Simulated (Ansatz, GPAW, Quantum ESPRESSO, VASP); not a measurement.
## FeSi: 4 runs at one level of theory

```
Fe Si
1.0
     4.55070    0.00000    0.00000
     0.00000    4.55070    0.00000
     0.00000    0.00000    4.55070
Fe Si
4 4
Direct
  0.86348 0.63652 0.36348
  0.63652 0.36348 0.86348
  0.36348 0.86348 0.63652
  0.13652 0.13652 0.13652
  0.15760 0.34240 0.65760
  0.34240 0.65760 0.15760
  0.65760 0.15760 0.34240
  0.84240 0.84240 0.84240
```

Alike in all runs: task single point; functional PBEsol; k mesh 6 × 6 × 6; occupations fermi-dirac, width 0.05 eV; collinear spin, ferromagnetic start; no spin-orbit coupling. Pressure is positive in compression and, in plane waves, holds the error of the finite cutoff, which Ansatz's Pulay term estimates and takes out.

```tsv
program and potentials	plane-wave cutoff (eV)	notes	band gap (eV)	pressure (GPa)	net moment per atom (μB)	largest force (eV/Å)
Ansatz, Ansatz PAW	420	potentials made for PBE, which Ansatz adapts in part; 10 valence electrons an atom on average; Pulay term of +0.07 GPa included	no gap	-16.85	0.45	0.081
GPAW, PAW data sets generated for this functional	600	6 valence electrons an atom on average	no gap	-14.66	0.45	0.063
Quantum ESPRESSO, GBRV 1.5 PBEsol	762	10 valence electrons an atom on average	no gap	-16.57	0.47	0.071
VASP, PBE PAW files Fe, Si, 520 eV	520	potentials made for PBE; 6 valence electrons an atom on average	?	?	?	?
```

Question: Estimate from the other rows what the run with VASP, PBE PAW files Fe, Si, 520 eV gave.

Answer: No band gap; pressure -16.45 GPa; net moment per atom 0.45 μB; largest force 0.054 eV/Å. The other rows, which needn't bracket it: pressure -16.85 to -14.66; net moment per atom 0.45 to 0.47; largest force 0.063 to 0.081.
